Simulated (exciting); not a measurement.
Sn, 2 atoms in the cell. It takes space group I4_1/amd (No. 141, tetragonal). The conventional cell has a = 5.880 Å, b = 5.880 Å, c = 3.199 Å, α = 90.00°, β = 90.00°, γ = 90.00°. Sn (site symmetry -4m2) is surrounded by 6 Sn at 3.05 to 3.20 Å. 

* Program: exciting (release sodium)
* Task: single point
* Functional: PBE
* Potentials or basis: all-electron LAPW+lo, shipped species files, valence relativity iora*
* rgkmax: 9
* k mesh: 9 × 9 × 9
* Occupations: gaussian, width 0.1 eV
* Spin: no spin polarisation
* outputlevel: normal
* gmaxvr (cutoff of density and potential): 14 1/bohr
* lmaxapw (and lmaxmat): 10
* lmaxvr: 8
* nempty: 10
* Valence relativity: iora*
* epsengy: 1e-05 Ha
* epspot: 1e-05 Ha
* maxscl: 60
* Muffin-tin radii: Sn 2.3 bohr

Potentials or basis: all-electron LAPW+lo, shipped species files, valence relativity iora*.

The run is started by

```sh
$ OMP_NUM_THREADS=1 exciting_smp
```

Hardware: 1 thread of Intel(R) Xeon(R) Platinum 8259CL CPU @ 2.50GHz (Skylake/Cascade Lake), with other jobs on the host.

Estimate the wall time of this run.

It took 3.7 min on 1 thread of Intel(R) Xeon(R) Platinum 8259CL CPU @ 2.50GHz (Skylake/Cascade Lake), on a shared host, peak memory 0.15 GiB. Counts: scf iterations 13, plane waves 388.
